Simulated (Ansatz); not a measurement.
All numbers below come from DFT PBE, scalar-relativistic, plane waves, PAW in Ansatz. All cells share a 420 eV cutoff and Γ-centred k meshes spaced at most about 0.3 Å⁻¹ (about 0.25 or finer for metals, 2π included). No spin polarisation.

Each guess is relaxed in cell and atoms at zero pressure, on a coarse mesh first where it starts far from rest and then on a converged one. The steps can't lower the symmetry of the start, but it can rise. Energies are static (0 K, no zero-point motion).

Two unrelaxed guesses for TaH5:

Guess 1.

```yaml
crystal:
  lattice:
    - [3.80536, 0.00000, 0.00000]
    - [0.00000, 3.80536, 0.00000]
    - [0.00000, 0.00000, 4.58145]
  atoms:
    - { symbol: Ta, position: [0.00000, 0.00000, 0.00000] }
    - { symbol: H, position: [0.79516, 0.50000, 0.50000] }
    - { symbol: H, position: [0.20484, 0.50000, 0.50000] }
    - { symbol: H, position: [0.50000, 0.79516, 0.50000] }
    - { symbol: H, position: [0.50000, 0.20484, 0.50000] }
    - { symbol: H, position: [0.50000, 0.50000, 0.00000] }
```

Guess 2.

```yaml
crystal:
  lattice:
    - [2.52523, 1.45794, 3.02577]
    - [-2.52523, 1.45794, 3.02577]
    - [0.00000, -2.91589, 3.02577]
  atoms:
    - { symbol: Ta, position: [0.70499, 0.70499, 0.70499] }
    - { symbol: H, position: [0.44382, 0.20964, 0.44382] }
    - { symbol: H, position: [0.44382, 0.44382, 0.20964] }
    - { symbol: H, position: [0.20964, 0.44382, 0.44382] }
    - { symbol: H, position: [0.24141, 0.24141, 0.24141] }
    - { symbol: H, position: [0.13058, 0.13058, 0.13058] }
```

Problem. Do they relax into the same structure? If not, which is lower?

Solution. No. Guess 2 ends lower, by 273 meV/atom. Guess 1: P4/mmm at 11.1 Å³/atom → P4/mmm at 5.1 Å³/atom; Guess 2: R3m at 11.1 Å³/atom → R3m at 7.6 Å³/atom. Counting H atoms around Ta (those within 1.25 times the shortest such distance or 1.15 times the sum of covalent radii), the end of guess 1 has Ta 20 and the end of guess 2 has Ta 7. The end of guess 2 holds H–H pairs as short as in free H₂ molecules (shortest 0.80 Å); in the end of guess 1 the shortest H–H distance is 1.28 Å. End of guess 1. Conventional cell: a = 3.170 Å, c = 3.046 Å. Ta is surrounded by 20 H at 2.24–2.30 Å and 6 Ta at 3.05–3.17 Å; H on a site of symmetry m2m has 3 H at 1.28–1.35 Å, 3 H at 1.77–1.82 Å and 4 Ta at 2.30 Å; H on a site of symmetry 4/mmm is surrounded by 8 H at 1.77 Å and 4 Ta at 2.24 Å. End of guess 2. Conventional cell: a = 5.080 Å, c = 6.084 Å. Ta is surrounded by 7 H at 1.85–1.94 Å; H on a site of symmetry m is surrounded by 2 Ta at 1.85–1.89 Å, 2 H at 2.03 Å and 2 H at 2.20–2.25 Å; around H on a site of symmetry 3m lie 1 H at 0.80 Å and 3 H at 2.20 Å; 1 more site not described.

Ends held by symmetry can be saddle points. Neither end is the lowest form computed: that has Ta and H ordered on hcp sites, space group P-62m (No. 189) and lies 290 meV/atom below the better end. Even the lowest of the cells shown lies +0.43 eV/atom against the elements. Spin–orbit coupling, which can matter for Ta, is left out. With hydrogen, zero-point motion can shift such differences by 10 meV/atom or more. Some structure types and database cells were kept out of the candidates from the start, so a known form may be missing.
